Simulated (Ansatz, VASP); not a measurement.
**LiF: VASP beside Ansatz**

```
Li F
1.0
     0.02014    2.02407    2.02407
     2.02407    0.02014    2.02407
     2.02407    2.02407    0.02014
Li F
1 1
Direct
  0.00000 0.00000 0.00000
  0.50000 0.50000 0.50000
```

Change from the starting cell: equal xy, yz and zx shear strains of +1 %.

Alike in both runs: task single point; functional PBE; k mesh 10 × 10 × 10; occupations fermi-dirac, width 0.03 eV; no spin polarisation.

|  | VASP | Ansatz |
| --- | --- | --- |
| version | VASP 6.6.1 | Ansatz 0.2.0 |
| potentials or method | VASP PAW PBE potentials, release 64 (Li_sv, F), cutoff 520 eV | all-electron LAPW, scalar-relativistic |

```csv
,VASP,Ansatz,Ansatz less VASP
gap on the k mesh at the Fermi level (eV),9.06,9.04,-0.023
```

Ansatz ran all-electron here, so the differences hold the error of VASP's frozen core and of both bases.

 A k mesh can miss the band edges.
